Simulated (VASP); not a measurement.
The system is GaP.

```xyz
2
Lattice="0.0000 2.7184 2.7184 2.7184 0.0000 2.7184 2.7184 2.7184 0.0000" Properties=species:S:1:pos:R:3 pbc="T T T"
Ga    0.0000    0.0000    0.0000
P     1.3592    1.3592    1.3592
```

Base run:

* Program: VASP 6.6.1
* Functional: r2SCAN
* Potentials or basis: VASP PAW PBE potentials, release 64 (Ga_d, P)
* Cutoff: 520 eV
* k mesh: 10 × 10 × 10
* Occupations: gaussian, width 0.03 eV
* Spin: no spin polarisation

Its results: band gap on the k mesh 1.85 eV, indirect (least direct gap 2.41 eV).

Problem. After a change of settings the same cell gave: band gap on the k mesh 2.38 eV, indirect (least direct gap 3.01 eV). Which change was it?
A. functional from r2SCAN to LDA; potentials or basis from VASP PAW PBE potentials, release 64 (Ga_d, P) to VASP PAW LDA potentials, release 64 (Ga_d, P)
B. functional from r2SCAN to TB-mBJ
C. functional from r2SCAN to PBEsol

Solution. B.
